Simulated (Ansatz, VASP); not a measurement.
# Rh in VASP and in Ansatz

```xyz
1
Lattice="2.5561 0.0000 0.0000 0.0000 2.5561 0.0000 0.0000 0.0000 2.5561" Properties=species:S:1:pos:R:3 pbc="T T T"
Rh    0.0000    0.0000    0.0000
```

Alike in both runs: task single point; functional RPBE; k mesh 14 × 14 × 14; occupations fermi-dirac, width 0.1 eV; no spin polarisation.

```csv
,VASP,Ansatz
version,VASP 6.6.1,Ansatz 0.2.0
potentials or method,"VASP PAW PBE potentials, release 64 (Rh_pv)","plane waves (420 eV) with PAW, scalar-relativistic"
plane-wave cutoff (eV),520,420
valence electrons in the cell,15,17
```

Ansatz gave:

```
pressure (GPa) : -0.1
```

Q: Estimate VASP's values.

A: Pressure (GPa): 0.0.

The two sets of potentials don't hold the same shells in valence.

Caveats: the PAW data sets were made with another functional, which shifts forces and pressure a little (VASP).
